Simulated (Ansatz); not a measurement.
# Sb: stiffness from a series of strains

```yaml
crystal:
  lattice:
    - [2.15060, 1.24165, 3.74400]
    - [-2.15060, 1.24165, 3.74400]
    - [0.00000, -2.48330, 3.74400]
  atoms:
    - { symbol: Sb, position: [0.23364, 0.23364, 0.23364] }
    - { symbol: Sb, position: [0.76636, 0.76636, 0.76636] }
```

Atom numbers follow the list: Sb1, Sb2.

The structure is an experimental refinement, used without relaxation.

No spin–orbit coupling, which matters for the heavy atoms here.

Level of theory: DFT, PBE, all-electron LAPW, scalar-relativistic in Ansatz 0.2.0.

Numerical set-up: a Γ-centred 9×9×9 k mesh, Fermi–Dirac smearing of 0.05 eV, basis error target 0.5 meV/atom, no spin polarisation.

The strain is applied along the Cartesian axes of the cell as listed (γ is the engineering shear, twice εxy = εyz = εzx). Fractional coordinates are held (clamped ions).

σ is the change of stress from the unstrained cell, which is at 3.13 GPa; tension is positive, so slopes are stress–strain coefficients at that pressure. In a metal the k mesh adds noise.

Only quantities that a quadratic follows smoothly over the whole series are listed; rougher ones are left out.

| γ | σxy (GPa) | σyz (GPa) |
| --- | --- | --- |
| -0.0300 | -0.22 | -1.90 |
| -0.0200 | -0.14 | -1.27 |
| 0.0000 | 0.00 | 0.00 |
| 0.0100 | 0.06 | 0.62 |
| 0.0200 | 0.12 | 1.21 |
| 0.0300 | 0.18 | 1.78 |

(1) Fit the series and read off the stiffness at zero strain.

(2) One run, at γ = -0.0100, is withheld. Predict its row.

Results:

(1) Least-squares fits y = p0 + p1 x + p2 x² to the rows give σxy (GPa): p1 = 6.61, p2 = -20; σyz (GPa): p1 = 61.6, p2 = -71.

(2) The fits give -0.07, -0.62; the run gave -0.07, -0.63.
